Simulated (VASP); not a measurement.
# As (R-3m) in VASP: further runs, part 2 of 2

VASP 6.6.1. Earlier steps stand in the parts before.

## 4. Electric field gradients, PBE

Input file INCAR:

```
PREC     = Accurate       # precision mode
ENCUT    = 520            # plane-wave cutoff, eV
EDIFF    = 1E-8           # SCF threshold, eV
ISMEAR   = 0              # smearing method
SIGMA    = 0.02           # smearing width, eV
LREAL    = False          # projectors in reciprocal space
LASPH    = True           # aspherical terms in the spheres
NELM     = 100            # most SCF steps
ALGO     = Fast           # electronic algorithm
ISIF     = 2              # what is computed and relaxed
LWAVE    = False          # write WAVECAR
LCHARG   = False          # write CHGCAR
GGA      = PE             # functional
LEFG     = True
```

Input file KPOINTS:

```
Automatic mesh
0
Gamma
  9 9 9
```

Input file POSCAR:

```
As
1.0
    1.8807968987      1.0858785957      3.5140619945
   -1.8807968987      1.0858785957      3.5140619945
    0.0000000000     -2.1717571915      3.5140619945
As
2
Direct
    0.2260000000      0.2260000000      0.2260000000
    0.7740000000      0.7740000000      0.7740000000
```

Potentials or basis: VASP PAW PBE potentials, release 64 (As).

Launch:

```console
$ cat potpaw_PBE.64/As/POTCAR > POTCAR
$ mpirun -np 1 vasp_std > vasp.out
```

OUTCAR:

```text
PREC = Accurate
   ENCUT = 520
   EDIFF = 1E-8
   ISMEAR = 0
   LREAL = False
   LASPH = True
   NELM = 100
   ISIF = 2
   GGA = PE

 ion  position               nearest neighbor table
   1  0.226  0.226  0.226-   2 2.51   2 2.51   2 2.51
   2  0.774  0.774  0.774-   1 2.51   1 2.51   1 2.51

  LATTYP: Found a trigonal (rhomboedric) cell.
 ALAT       =     4.1310000000
 COS(alpha) =     0.5854247172

  Lattice vectors:

 A1 = (   1.8807968987,   1.0858785957,   3.5140619945)
 A2 = (  -1.8807968987,   1.0858785957,   3.5140619945)
 A3 = (   0.0000000000,  -2.1717571915,   3.5140619945)

Analysis of symmetry for initial positions (statically):
=====================================================================
 Subroutine PRICEL returns:
 Original cell was already a primitive cell.

 Routine SETGRP: Setting up the symmetry group for a
 trigonal (rhombohedral) supercell.

 Subroutine GETGRP returns: Found 12 space group operations
 (whereof 12 operations were pure point group operations)
 out of a pool of 12 trial point group operations.

The static configuration has the point symmetry D_3d.

Analysis of symmetry for dynamics (positions and initial velocities):
=====================================================================
 Subroutine PRICEL returns:
 Original cell was already a primitive cell.

 Routine SETGRP: Setting up the symmetry group for a
 trigonal (rhombohedral) supercell.

 Subroutine GETGRP returns: Found 12 space group operations
[... 169 lines left out ...]
      8       8.3624      0.00000
      9      12.3447      0.00000
[... 265 lines left out ...]
 k-point    24 :       0.4444    0.4444   -0.0000
  band No.  band energies     occupation
      1      -7.0233      2.00000
      2      -4.1157      2.00000
      3      -0.3655      2.00000
      4       1.3587      2.00000
      5       1.3753      2.00000
      6       6.9264      0.00000
      7      10.8574      0.00000
      8      12.2381      0.00000
      9      12.3331      0.00000

 [... further k-points ...]

------------------------ aborting loop because EDIFF is reached ----------------------------------------

  FORCE on cell =-STRESS in cart. coord.  units (eV):
  Direction    XX          YY          ZZ          XY          YZ          ZX
  --------------------------------------------------------------------------------------
  -------------------------------------------------------------------------------------
  Total        1.1429665      1.1429665      0.9812642      0.0000000     -0.0000000      0.0000000
  in kB       42.5265605     42.5265605     36.5100739      0.0000000     -0.0000000      0.0000000
  external PRESSURE =      40.5210650 kB  Pullay stress =       0.0000000 kB

 VOLUME and BASIS-vectors are now :
 -----------------------------------------------------------------------------
  energy-cutoff  :      520.00
  volume of cell :       43.06
      direct lattice vectors                 reciprocal lattice vectors
     1.880796899  1.085878596  3.514061995     0.265844760  0.153485544  0.094856987
    -1.880796899  1.085878596  3.514061995    -0.265844760  0.153485544  0.094856987
     0.000000000 -2.171757191  3.514061995     0.000000000 -0.306971087  0.094856987

 POSITION                                       TOTAL-FORCE (eV/Angst)
 -----------------------------------------------------------------------------------
      0.00000     -0.00000      2.38253         0.000000     -0.000000      0.491412
      0.00000     -0.00000      8.15965         0.000000      0.000000     -0.491412
 -----------------------------------------------------------------------------------
    total drift:                               -0.000000     -0.000000      0.000000

  FREE ENERGIE OF THE ION-ELECTRON SYSTEM (eV)
  ---------------------------------------------------
  free  energy   TOTEN  =        -9.3218464560 eV

  energy  without entropy=       -9.3218432523  energy(sigma->0) =       -9.32184485

 Electric field gradients (V/A^2)
---------------------------------------------------------------------
 ion       V_xx      V_yy      V_zz      V_xy      V_xz      V_yz
---------------------------------------------------------------------
   1      26.427    26.427   -52.854     0.000     0.000     0.000
   2      26.427    26.427   -52.854     0.000    -0.000     0.000
---------------------------------------------------------------------

 Electric field gradients after diagonalization (V/A^2)
 (convention: |V_zz| > |V_xx| > |V_yy|)
----------------------------------------------------------------------
 ion       V_xx      V_yy      V_zz     asymmetry (V_yy - V_xx)/ V_zz
----------------------------------------------------------------------
   1      26.427    26.427   -52.854       0.000
   2      26.427    26.427   -52.854       0.000
----------------------------------------------------------------------

           NMR quadrupolar parameters

 Cq : quadrupolar parameter    Cq=e*Q*V_zz/h
 eta: asymmetry parameters     (V_yy - V_xx)/ V_zz
 Q  : nuclear electric quadrupole moment in mb (millibarn)
----------------------------------------------------------------------
 ion       Cq(MHz)       eta       Q (mb)
----------------------------------------------------------------------
   1      -0.128       0.000       1.000
   2      -0.128       0.000       1.000
----------------------------------------------------------------------
```

OSZICAR:

```text
N       E                     dE             d eps       ncg     rms          rms(c)
DAV:   1     0.307415712201E+02    0.30742E+02   -0.43687E+03  1530   0.925E+02
DAV:   2    -0.807536773331E+01   -0.38817E+02   -0.37760E+02  2371   0.123E+02
DAV:   3    -0.933255872237E+01   -0.12572E+01   -0.12493E+01  1772   0.264E+01
DAV:   4    -0.934031814007E+01   -0.77594E-02   -0.77574E-02  1959   0.199E+00
DAV:   5    -0.934033981305E+01   -0.21673E-04   -0.21672E-04  1748   0.872E-02    0.341E+00
RMM:   6    -0.932777738940E+01    0.12562E-01   -0.54124E-03  1559   0.608E-01    0.206E+00
RMM:   7    -0.932163146704E+01    0.61459E-02   -0.13511E-02  1587   0.104E+00    0.800E-02
RMM:   8    -0.932180210951E+01   -0.17064E-03   -0.82786E-04  1695   0.291E-01    0.302E-02
RMM:   9    -0.932184326503E+01   -0.41156E-04   -0.11919E-04  1711   0.106E-01    0.154E-02
RMM:  10    -0.932184577567E+01   -0.25106E-05   -0.13993E-05  1762   0.367E-02    0.245E-03
RMM:  11    -0.932184622969E+01   -0.45403E-06   -0.24627E-06  1796   0.146E-02    0.683E-04
RMM:  12    -0.932184632008E+01   -0.90383E-07   -0.36688E-07  1756   0.540E-03    0.483E-04
RMM:  13    -0.932184644131E+01   -0.12123E-06   -0.81672E-08  1545   0.246E-03    0.145E-04
RMM:  14    -0.932184645470E+01   -0.13393E-07   -0.15730E-08  1176   0.105E-03    0.473E-05
RMM:  15    -0.932184645599E+01   -0.12852E-08   -0.29725E-09   740   0.415E-04
   1 F= -.93218465E+01 E0= -.93218449E+01  d E =-.320371E-05
```

stdout:

```text
POSCAR found type information on POSCAR As
 POSCAR found :  1 types and       2 ions
 scaLAPACK will be used
 LDA part: xc-table for (Slater+PW92), standard interpolation
 POSCAR, INCAR and KPOINTS ok, starting setup
 FFT: planning ... GRIDC
 FFT: planning ... GRID_SOFT
 FFT: planning ... GRID
 WAVECAR not read
 entering main loop
ion   1

ion   2
```

Run time: 28 s. Hardware: 1 thread of AMD EPYC 9R45 (Zen 5), shared host; peak memory 0.15 GiB.

Results:

| Property | Result |
| --- | --- |
| Free energy | -9.3218 eV |
| Pressure | 4.1 GPa |
| Largest force | 0.491 eV/Å |
| Band gap on the k mesh | none (metal or under the smearing width) |

Forces on the atoms (eV/Å):
```
As   0.000  0.000  0.491
As   0.000  0.000 -0.491
```

Stress tensor (GPa, compression positive):
```
4.25 0.00 0.00
0.00 4.25 0.00
0.00 0.00 3.65
```

Electric field gradients, principal values (V/Å²):
```
atom     Vxx     Vyy      Vzz
1 As  26.427  26.427  -52.854
2 As  26.427  26.427  -52.854
```

## 5. The reference run

An earlier run on the cell as given: functional PBE; potentials or basis VASP PAW PBE potentials, release 64 (As); cutoff 520 eV; k mesh 9 × 9 × 9; occupations fermi-dirac, width 0.05 eV; no spin polarisation.

* Pressure: 4.0 GPa
* Largest force: 0.489 eV/Å
* Band gap on the k mesh: none (metal or under the smearing width)

## 6. Summary

| task | smearing | k mesh for the DOS | occupations for the DOS | gap on the mesh (eV) | pressure (GPa) | largest force (eV/Å) |
| --- | --- | --- | --- | --- | --- | --- |
| optical spectrum | gaussian 0.02 eV | - | - | none | 4.1 | 0.49 |
| density of states | gaussian 0.02 eV | 14 × 14 × 14 | tetrahedron | - | - | - |
| electric field gradients | gaussian 0.02 eV | - | - | none | 4.1 | 0.49 |
| single point | fermi-dirac 0.05 eV | - | - | none | 4.0 | 0.49 |

Alike in all rows: level PBE; potentials or basis VASP PAW PBE potentials, release 64 (As); no spin polarisation; cell as given; k mesh 9 × 9 × 9; cutoff (eV) 520.

Every run on the cell as given and a fine mesh finds a metal.

Caveats: spectra need much finer meshes, so this one isn't converged (some runs); independent-particle spectra lack excitons (some runs); the intraband (Drude) part of a metal's response may be missing (some runs).

Total energies depend on the potentials used, so only differences within one code and one set of settings carry meaning.
